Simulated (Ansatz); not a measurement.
# Hf (Fm-3m) in Ansatz: equation of state

How stiff is Hf in PBE, and what volume does it want? The cell is scaled to several volumes.

Program: Ansatz 0.2.0. These are calculated values, not measurements. Logs are shortened: lines on timing, memory, paths and dates and some standing lists are left out, and cuts for length are marked.

## Step 1: The structure

It takes space group Fm-3m (No. 225, cubic). The conventional cell has a = 4.440 Å, b = 4.440 Å, c = 4.440 Å, α = 90.00°, β = 90.00°, γ = 90.00°. Hf (site symmetry m-3m) is surrounded by 12 Hf at 3.14 Å.

This isn't the form of Hf at room conditions, which is hcp.

## Step 2: Single point, PBE, 20.57 Å³/atom (volume scaled by 0.94)

Contents of input.yaml:

```yaml
crystal:
  lattice:
    - [0.0, 2.1746811613, 2.1746811613]
    - [2.1746811613, 0.0, 2.1746811613]
    - [2.1746811613, 2.1746811613, 0.0]
  atoms:
    - { symbol: Hf, position: [0.0, 0.0, 0.0] }
hamiltonian:
  xc: pbe
  pseudopotentials: { kind: paw }
kpoints:
  mp_grid: { grid: [10, 10, 10] }
scf:
  occupations: { method: fermi_dirac, width: 0.05 }
output:
  forces: true
  stress: true
  eigenvalues: true
```

Potentials or basis: Ansatz PAW.

Command:

```sh
> ansatz run input.yaml --threads 1 --pin off --max-ram 2560MiB --backend cpu --events-out ev --progress --plain --runs-dir out
```

Output:

```text
Warning: RAYON_NUM_THREADS=1 ignored (pool sized by the plan → 1); use --threads N
Engine: ansatz 0.2.0, aarch64-unknown-linux-gnu
Pseudopotentials: kind: paw
Pseudopotential: Hf, paw, valence charge 26, recommended cutoff 420 eV (normal), Hf.paw.azcp
Functional definition: PBE
  parameter kappa = 0.804
  parameter beta = 0.06672455060314922
  exchange = pbe_x(kappa = kappa, mu = beta*pi^2/3)
  correlation = pbe_c(beta = beta)
Crystal: 1 atoms, lattice volume = 20.569 Å³
Basis set: ecut = 420 eV, 411 PW (Γ), exchange–correlation on 48×48×48 points (8 copies of the dense FFT grid, shifted against one another)
Bands: 17, of which v1, the nominal top of the filled ones, is band 13 counted from 1 (12 counted from 0)
Symmetry: 48 space group operations
Space group: Fm-3m (ITA 225), of the structure as read, at distance tolerance 2.7e-5 Å
k-points: 47 of 1000
Non-local potential: Hf, projectors of the file, l = 0: 3, l = 1: 2, l = 2: 2, l = 3: 3
PAW form: soft (Blöchl's): semilocal exchange-correlation on the pseudo side does not see the compensation charge
PAW one-centre angular grid: Hf, 590 points (default); XC on 64 Gauss nodes
Initial density: superposition of atomic densities (neutral atoms: chi_scale 0, normalization atom), corrected by the library's trained network
Initial wavefunctions: pseudopotential atomic-orbital guess
Functional: x = pbe(κ = 0.804, μ = 0.2195149727645171), c = pbe(β = 0.06672455060314922)
SCF iter   1: F=—  HF=-15721.235503 eV  |F-HF|=—  |Δ(HF+E_count)|=         —  Δρ=2.02e-3  dr2=2.55e-4  ethr=1.77e-3  ⟨swp⟩=5.2  Hψ=3412  notcnv=0
preconditioner: auto → none  [metal: Δε(μ)=0.100 eV  Ē_g=18.702 eV  σ=0.050 eV  W_gap=0.41  n_scr=8 (ndim 8)  ℏωp=40.1 eV  f_vac=0.000  D(μ)=1.15/eV (n_scr^D=14)  sad-step TF]
SCF iter   2: F=—  HF=-15721.235301 eV  |F-HF|=—  |Δ(HF+E_count)|=   2.02e-4  Δρ=1.23e-3  dr2=1.00e-4  ethr=9.79e-7  ⟨swp⟩=2.1  Hψ=1749  notcnv=0
SCF iter   3: F=—  HF=-15721.235374 eV  |F-HF|=—  |Δ(HF+E_count)|=   7.32e-5  Δρ=2.85e-4  dr2=1.43e-5  ethr=3.85e-7  ⟨swp⟩=2.0  Hψ=1406  notcnv=0
SCF iter   4: F=—  HF=-15721.235364 eV  |F-HF|=—  |Δ(HF+E_count)|=   1.04e-5  Δρ=8.41e-5  dr2=6.29e-7  ethr=5.49e-8  ⟨swp⟩=2.0  Hψ=1405  notcnv=0
iter 5 did not close the SCF: its close was put off for the readings that it lacked (scf_convergence_deferred on its scf_iter line)
SCF iter   5: F=-15721.235364 eV  HF=-15721.235364 eV  |F-HF|=1.92e-8  |Δ(HF+E_count)|=   4.20e-7  Δρ=2.57e-5  dr2=1.68e-8  ethr=2.42e-9  ⟨swp⟩=2.0  Hψ=1407  notcnv=0
SCF iter   6: F=-15721.235364 eV  HF=-15721.235364 eV  |F-HF|=9.44e-10  |Δ(HF+E_count)|=   3.14e-8  Δρ=1.10e-5  dr2=5.76e-9  ethr=6.47e-11  ⟨swp⟩=2.3  Hψ=3030  notcnv=0
SCF 1 converged in 6 iterations: F = -15721.235364 eV  dr2 = 5.76e-9
SCF converged after 6 iterations
Free energy (F): -15721.235364 eV
Harris-Foulkes:  -15721.235364 eV  (|F-HF|=9.44e-10)
Internal energy: -15721.225400 eV  (E = F + TS)
E sigma→0 (E₀):  -15721.230382 eV
Entropy (-TS):   -0.009963 eV (-9.963 meV/atom)
Fermi energy:    21.643482 eV
--- Per-component energies (eV) ---
  E_band       = 90.343579
  E_kinetic    = 427.943850
  E_local      = -4843.327981  (includes V_loc(G=0)·N_el)
  E_nonlocal   = -1243.963419
  E_hartree    = 2298.794559
  E_xc         = -301.420041
  E_vxc        = -267.940226  (∫ρ·V_xc dr)
  E_paw        = -6928.640190  (= ΣΔE_a)
  E_vpaw       = 1420.050168  (= ΣTr[D̂ρ^β])
  E_aug_tail   = -0.000001  (compensation charges beyond the density's cutoff)
  E_ewald      = -5130.612176
  E_smearing   = -0.009963  (= −TS)
  E_closure    = 0.000000  (closes the sum)
  Σ components = -15721.235364   (vs F -15721.235364, Δ=0.00e0)
--- Forces (eV/Å), atoms counted from 1 ---
  atom   1  Hf    -0.00000000    -0.00000000     0.00000000
  max |Σ_I F_I| component: 9.53e-31 eV/Å
--- Stress (GPa, compression-positive) ---
       10.958277       0.000000       0.000000
       -0.000000      10.958277       0.000000
       -0.000000      -0.000000      10.958277
  P = ⅓ Tr σ = 10.9583 GPa (109.583 kbar)
--- Band table (eV; the first three rows and the last of 47) ---
  k-point 0: bands = ["-39.8877", "-8.0751", "-8.0751", "-8.0751", "10.1563", "10.1897", "10.1897", "10.1897", "10.2821", "10.2821", "10.2821", "14.1527", "23.0552", "23.0552", "23.0552", "26.1578", "26.1578"]
  k-point 1: bands = ["-39.8791", "-8.1856", "-8.0888", "-8.0888", "10.1626", "10.1882", "10.1946", "10.1946", "10.2733", "10.2733", "10.2825", "14.5339", "22.6909", "23.2328", "23.2328", "25.9682", "25.9682"]
  k-point 2: bands = ["-39.8563", "-8.4663", "-8.1243", "-8.1243", "10.1710", "10.1933", "10.2066", "10.2066", "10.2522", "10.2522", "10.2834", "15.5517", "21.9914", "23.4875", "23.4875", "25.8707", "25.8707"]
  k-point 46: bands = ["-39.7661", "-8.8723", "-8.6807", "-8.4745", "10.1982", "10.2054", "10.2067", "10.2287", "10.2333", "10.2345", "10.2619", "19.3856", "20.5281", "22.0202", "24.7444", "29.2504", "31.5378"]
```

Run time: 1.2 s. Hardware: 1 thread of Arm Neoverse V1, shared host; peak memory 0.27 GiB.

What came out:

```yaml
Free_energy: -15721.2354 eV
Pressure: 11.0 GPa
Band_gap_on_the_k_mesh: none (metal or under the smearing width)
```

## Step 3: Single point, PBE, 21.01 Å³/atom (volume scaled by 0.96)

Contents of input.yaml:

```yaml
crystal:
  lattice:
    - [0.0, 2.189996322, 2.189996322]
    - [2.189996322, 0.0, 2.189996322]
    - [2.189996322, 2.189996322, 0.0]
  atoms:
    - { symbol: Hf, position: [0.0, 0.0, 0.0] }
hamiltonian:
  xc: pbe
  pseudopotentials: { kind: paw }
kpoints:
  mp_grid: { grid: [10, 10, 10] }
scf:
  occupations: { method: fermi_dirac, width: 0.05 }
output:
  forces: true
  stress: true
  eigenvalues: true
  write_density: true
  write_potential: true
  elf: true
  volumetric_format: npy
```

Potentials or basis: Ansatz PAW.

Command:

```sh
> ansatz run input.yaml --threads 1 --pin off --max-ram 2560MiB --backend cpu --events-out ev --progress --plain --runs-dir out
```

Run time: 1.6 s. Hardware: 1 thread of Arm Neoverse V1, shared host; peak memory 0.27 GiB.

The run converged. Its results:

```yaml
Free_energy: -15721.2613 eV
Pressure: 8.1 GPa
Band_gap_on_the_k_mesh: none (metal or under the smearing width)
```

## Step 4: Single point, PBE, 21.44 Å³/atom (volume scaled by 0.98)

Contents of input.yaml:

```yaml
crystal:
  lattice:
    - [0.0, 2.2051002222, 2.2051002222]
    - [2.2051002222, 0.0, 2.2051002222]
    - [2.2051002222, 2.2051002222, 0.0]
  atoms:
    - { symbol: Hf, position: [0.0, 0.0, 0.0] }
hamiltonian:
  xc: pbe
  pseudopotentials: { kind: paw }
kpoints:
  mp_grid: { grid: [10, 10, 10] }
scf:
  occupations: { method: fermi_dirac, width: 0.05 }
output:
  forces: true
  stress: true
  eigenvalues: true
```

Command:

```sh
> ansatz run input.yaml --threads 1 --pin off --max-ram 2560MiB --backend cpu --events-out ev --progress --plain --runs-dir out
```

Wall time 1.2 s (1 thread of Arm Neoverse V1, shared host); peak memory 0.27 GiB.

The run converged. Its results:

```yaml
Free_energy: -15721.2797 eV
Pressure: 5.4 GPa
Band_gap_on_the_k_mesh: none (metal or under the smearing width)
```

## Step 5: Single point, PBE, 21.88 Å³/atom

Contents of input.yaml:

```yaml
crystal:
  lattice:
    - [0.0, 2.22, 2.22]
    - [2.22, 0.0, 2.22]
    - [2.22, 2.22, 0.0]
  atoms:
    - { symbol: Hf, position: [0.0, 0.0, 0.0] }
hamiltonian:
  xc: pbe
  pseudopotentials: { kind: paw }
kpoints:
  mp_grid: { grid: [10, 10, 10] }
scf:
  occupations: { method: fermi_dirac, width: 0.05 }
output:
  forces: true
  stress: true
  eigenvalues: true
  write_density: true
  write_potential: true
  elf: true
  volumetric_format: npy
```

Potentials or basis: Ansatz PAW.

Command:

```sh
> ansatz run input.yaml --threads 1 --pin off --max-ram 2560MiB --backend cpu --events-out ev --progress --plain --runs-dir out
```

Output:

```text
Warning: RAYON_NUM_THREADS=1 ignored (pool sized by the plan → 1); use --threads N
[... 8 set-up lines as earlier in the session ...]
Crystal: 1 atoms, lattice volume = 21.882 Å³
Basis set: ecut = 420 eV, 411 PW (Γ), exchange–correlation on 48×48×48 points (8 copies of the dense FFT grid, shifted against one another)
Bands: 17, of which v1, the nominal top of the filled ones, is band 13 counted from 1 (12 counted from 0)
[... 1 set-up line as earlier in the session ...]
Space group: Fm-3m (ITA 225), of the structure as read, at distance tolerance 2.8e-5 Å
k-points: 47 of 1000
[... 6 set-up lines as earlier in the session ...]
SCF iter   1: F=—  HF=-15721.291241 eV  |F-HF|=—  |Δ(HF+E_count)|=         —  Δρ=1.84e-3  dr2=2.36e-4  ethr=1.77e-3  ⟨swp⟩=5.0  Hψ=3393  notcnv=0
preconditioner: auto → none  [metal: Δε(μ)=0.046 eV  Ē_g=18.569 eV  σ=0.050 eV  W_gap=0.23  n_scr=8 (ndim 8)  ℏωp=38.9 eV  f_vac=0.000  D(μ)=1.25/eV (n_scr^D=14)  sad-step TF]
SCF iter   2: F=—  HF=-15721.291153 eV  |F-HF|=—  |Δ(HF+E_count)|=   8.81e-5  Δρ=1.12e-3  dr2=9.81e-5  ethr=9.07e-7  ⟨swp⟩=2.2  Hψ=1756  notcnv=0
SCF iter   3: F=—  HF=-15721.291259 eV  |F-HF|=—  |Δ(HF+E_count)|=   1.05e-4  Δρ=1.43e-4  dr2=2.45e-6  ethr=3.77e-7  ⟨swp⟩=2.0  Hψ=1362  notcnv=0
SCF iter   4: F=—  HF=-15721.291246 eV  |F-HF|=—  |Δ(HF+E_count)|=   1.27e-5  Δρ=8.04e-5  dr2=7.71e-7  ethr=9.40e-9  ⟨swp⟩=2.7  Hψ=1518  notcnv=0
iter 5 did not close the SCF: its close was put off for the readings that it lacked (scf_convergence_deferred on its scf_iter line)
SCF iter   5: F=-15721.291245 eV  HF=-15721.291245 eV  |F-HF|=4.94e-8  |Δ(HF+E_count)|=   7.43e-7  Δρ=3.37e-5  dr2=3.50e-8  ethr=2.96e-9  ⟨swp⟩=2.0  Hψ=1393  notcnv=0
SCF iter   6: F=-15721.291245 eV  HF=-15721.291245 eV  |F-HF|=3.18e-8  |Δ(HF+E_count)|=   1.10e-8  Δρ=4.31e-6  dr2=2.40e-9  ethr=1.35e-10  ⟨swp⟩=5.6  Hψ=5018  notcnv=0
SCF 1 converged in 6 iterations: F = -15721.291245 eV  dr2 = 2.40e-9
SCF converged after 6 iterations
Free energy (F): -15721.291245 eV
Harris-Foulkes:  -15721.291245 eV  (|F-HF|=3.18e-8)
Internal energy: -15721.280300 eV  (E = F + TS)
E sigma→0 (E₀):  -15721.285772 eV
Entropy (-TS):   -0.010945 eV (-10.945 meV/atom)
Fermi energy:    20.226583 eV
--- Per-component energies (eV) ---
  E_band       = 50.595056
  E_kinetic    = 425.313946
  E_local      = -5010.696087  (includes V_loc(G=0)·N_el)
  E_nonlocal   = -1244.263624
  E_hartree    = 2362.709355
  E_xc         = -300.466022
  E_vxc        = -266.673428  (∫ρ·V_xc dr)
  E_paw        = -6928.001450  (= ΣΔE_a)
  E_vpaw       = 1421.499940  (= ΣTr[D̂ρ^β])
  E_aug_tail   = -0.000001  (compensation charges beyond the density's cutoff)
  E_ewald      = -5025.876417
  E_smearing   = -0.010945  (= −TS)
  E_closure    = -0.000000  (closes the sum)
  Σ components = -15721.291245   (vs F -15721.291245, Δ=0.00e0)
--- Forces (eV/Å), atoms counted from 1 ---
  atom   1  Hf    -0.00000000     0.00000000    -0.00000000
  max |Σ_I F_I| component: 7.81e-32 eV/Å
--- Stress (GPa, compression-positive) ---
        3.056653      -0.000000       0.000000
       -0.000000       3.056653       0.000000
       -0.000000       0.000000       3.056653
  P = ⅓ Tr σ = 3.0567 GPa (30.567 kbar)
--- Band table (eV; the first three rows and the last of 47) ---
  k-point 0: bands = ["-41.4415", "-9.6972", "-9.6972", "-9.6972", "8.5953", "8.6187", "8.6187", "8.6187", "8.6968", "8.6968", "8.6968", "12.9363", "21.6219", "21.6219", "21.6219", "24.4932", "24.4932"]
  k-point 1: bands = ["-41.4350", "-9.7864", "-9.7085", "-9.7085", "8.6004", "8.6176", "8.6227", "8.6227", "8.6895", "8.6895", "8.6971", "13.2904", "21.2810", "21.7866", "21.7866", "24.3234", "24.3234"]
  k-point 2: bands = ["-41.4177", "-10.0140", "-9.7378", "-9.7378", "8.6054", "8.6239", "8.6327", "8.6327", "8.6719", "8.6719", "8.6978", "14.2480", "20.6085", "22.0245", "22.0245", "24.2395", "24.2395"]
  k-point 46: bands = ["-41.3496", "-10.3483", "-10.1920", "-10.0236", "8.6268", "8.6329", "8.6346", "8.6508", "8.6546", "8.6559", "8.6817", "18.1549", "19.1974", "20.5266", "23.1493", "27.3301", "29.4677"]
```

rho_z.tsv:

```text
# z_ang	rho[e/angstrom^3]
# format = ansatz-planar-average/11
# lattice	0.000000000	2.220000000	2.220000000
# lattice	2.220000000	0.000000000	2.220000000
# lattice	2.220000000	2.220000000	0.000000000
# sites	1
# site	72	0.000000000	0.000000000	0.000000000
0.000000	3.197264e0
0.130815	3.051443e0
0.261630	2.655117e0
0.392444	2.113132e0
0.523259	1.549473e0
0.654074	1.062048e0
0.784889	6.987895e-1
0.915703	4.606637e-1
1.046518	3.211395e-1
1.177333	2.469298e-1
1.308148	2.107005e-1
1.438962	1.949007e-1
1.569777	1.905288e-1
1.700592	1.949007e-1
1.831407	2.107005e-1
1.962221	2.469298e-1
2.093036	3.211395e-1
2.223851	4.606637e-1
2.354666	6.987895e-1
2.485480	1.062048e0
2.616295	1.549473e0
2.747110	2.113132e0
2.877925	2.655117e0
3.008739	3.051443e0
```

Wall time 1.6 s (1 thread of Arm Neoverse V1, shared host); peak memory 0.27 GiB.

Results:

```yaml
Free_energy: -15721.2912 eV
Pressure: 3.1 GPa
Band_gap_on_the_k_mesh: none (metal or under the smearing width)
```

## Step 6: Single point, PBE, 22.32 Å³/atom (volume scaled by 1.02)

Contents of input.yaml:

```yaml
crystal:
  lattice:
    - [0.0, 2.2347024152, 2.2347024152]
    - [2.2347024152, 0.0, 2.2347024152]
    - [2.2347024152, 2.2347024152, 0.0]
  atoms:
    - { symbol: Hf, position: [0.0, 0.0, 0.0] }
hamiltonian:
  xc: pbe
  pseudopotentials: { kind: paw }
kpoints:
  mp_grid: { grid: [10, 10, 10] }
scf:
  occupations: { method: fermi_dirac, width: 0.05 }
output:
  forces: true
  stress: true
  eigenvalues: true
```

Potentials or basis: Ansatz PAW.

Command:

```sh
> ansatz run input.yaml --threads 1 --pin off --max-ram 2560MiB --backend cpu --events-out ev --progress --plain --runs-dir out
```

It took 1.2 s on 1 thread of Arm Neoverse V1, shared host; peak memory 0.27 GiB.

It converged, with:

- Free energy: -15721.2966 eV
- Pressure: 0.9 GPa
- Band gap on the k mesh: none (metal or under the smearing width)

## Step 7: Single point, PBE, 22.76 Å³/atom (volume scaled by 1.04)

Changes to input.yaml since step 6:

```diff
@@ -2,5 +2,5 @@
   lattice:
-    - [0.0, 2.2347024152, 2.2347024152]
-    - [2.2347024152, 0.0, 2.2347024152]
-    - [2.2347024152, 2.2347024152, 0.0]
+    - [0.0, 2.2492138765, 2.2492138765]
+    - [2.2492138765, 0.0, 2.2492138765]
+    - [2.2492138765, 2.2492138765, 0.0]
   atoms:
```

Command:

```sh
> ansatz run input.yaml --threads 1 --pin off --max-ram 2560MiB --backend cpu --events-out ev --progress --plain --runs-dir out
```

Run time: 1.3 s. Hardware: 1 thread of Arm Neoverse V1, shared host; peak memory 0.27 GiB.

The run converged. Its results:

* Free energy: -15721.2963 eV
* Pressure: -1.1 GPa
* Band gap on the k mesh: none (metal or under the smearing width)

## Step 8: Single point, PBE, 23.20 Å³/atom (volume scaled by 1.06)

Contents of input.yaml:

```yaml
crystal:
  lattice:
    - [0.0, 2.2635404658, 2.2635404658]
    - [2.2635404658, 0.0, 2.2635404658]
    - [2.2635404658, 2.2635404658, 0.0]
  atoms:
    - { symbol: Hf, position: [0.0, 0.0, 0.0] }
hamiltonian:
  xc: pbe
  pseudopotentials: { kind: paw }
kpoints:
  mp_grid: { grid: [10, 10, 10] }
scf:
  occupations: { method: fermi_dirac, width: 0.05 }
output:
  forces: true
  stress: true
  eigenvalues: true
  write_density: true
  write_potential: true
  elf: true
  volumetric_format: npy
```

Command:

```sh
> ansatz run input.yaml --threads 1 --pin off --max-ram 2560MiB --backend cpu --events-out ev --progress --plain --runs-dir out
```

Run time: 1.8 s. Hardware: 1 thread of Arm Neoverse V1, shared host; peak memory 0.28 GiB.

Results (log left out):

- Free energy: -15721.2909 eV
- Pressure: -2.8 GPa
- Band gap on the k mesh: none (metal or under the smearing width)

## Step 9: Equation of state, PBE

Potentials or basis: Ansatz PAW.

This step only gathers the single runs of the series.

Results:

* Equilibrium volume: 22.51 Å³/atom
* Bulk modulus: 101 GPa
* Pressure derivative of the bulk modulus: 4.0

Energy against volume, from the lowest point:
| volume (Å³/atom) | energy (meV/atom) |
| --- | --- |
| 20.569 | 61.23 |
| 21.007 | 35.29 |
| 21.444 | 16.90 |
| 21.882 | 5.35 |
| 22.320 | 0.00 |
| 22.757 | 0.28 |
| 23.195 | 5.64 |

Spin-orbit coupling is left out, which matters for the levels of Hf. PBE usually gives volumes a little too large and moduli too small.
